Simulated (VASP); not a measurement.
Input for VASP

### INCAR
```
SYSTEM = BaSnO3
PREC = Accurate
ENCUT = 520
EDIFF = 1E-6
NELM = 100
ALGO = Normal
LREAL = .FALSE.
LASPH = .TRUE.
ISMEAR = 0
SIGMA = 0.05
GGA = PS
LMAXMIX = 4
LWAVE = .FALSE.
LCHARG = .FALSE.
IBRION = 2
ISIF = 3
NSW = 60
EDIFFG = -0.02
```

File POSCAR:
```
BaSnO3
1
    4.1357999885    -0.0000000000     0.0000000000
    0.0000000000     4.1357999885    -0.0000000000
    0.0000000000     0.0000000000     4.1357999885
Ba Sn O
1 1 3
Direct
  0.0000000000   0.0000000000   0.0000000000
  0.5000000000   0.5000000000   0.5000000000
  0.5000000000   0.0000000000   0.5000000000
  0.0000000000   0.5000000000   0.5000000000
  0.5000000000   0.5000000000   0.0000000000
```

File KPOINTS:
```
Automatic mesh
0
Gamma
5 5 5
0 0 0
```

POTCAR, in this order: Ba_sv Sn_d O (PBE.64 set). Program: vasp_std.

### Question
Write an equivalent input for Ansatz.

### Answer
One equivalent input (not run):
Ansatz 0.2 input:
```yaml
crystal:
  lattice:
    - [4.1358000, 0.0000000, 0.0000000]
    - [0.0000000, 4.1358000, 0.0000000]
    - [0.0000000, 0.0000000, 4.1358000]
  atoms:
    - { symbol: Ba, position: [0.0000000, 0.0000000, 0.0000000] }
    - { symbol: Sn, position: [0.5000000, 0.5000000, 0.5000000] }
    - { symbol: O, position: [0.5000000, 0.0000000, 0.5000000] }
    - { symbol: O, position: [0.0000000, 0.5000000, 0.5000000] }
    - { symbol: O, position: [0.5000000, 0.5000000, 0.0000000] }
kpoints:
  mp_grid: { grid: [5, 5, 5] }
hamiltonian:
  xc: pbesol
  pseudopotentials: { kind: paw }
scf:
  occupations: { method: gaussian, width: 0.05 }
  max_iter: 100
relax:
  max_steps: 60
  f_tol: 0.02
  cell: {}
output: { forces: true, stress: true, eigenvalues: true }
```
What does not carry over: each code has its own PAW files, so the cut-off isn't converted (ENCUT is set for VASP's; basis.ecutwfc is left out, and Ansatz then takes the one that its files recommend); Ansatz stops its SCF on the density residual and VASP on the energy change (EDIFF).

The compound is BaSnO3 in the cubic perovskite structure. It was relaxed first. The start is the result of an earlier pass.
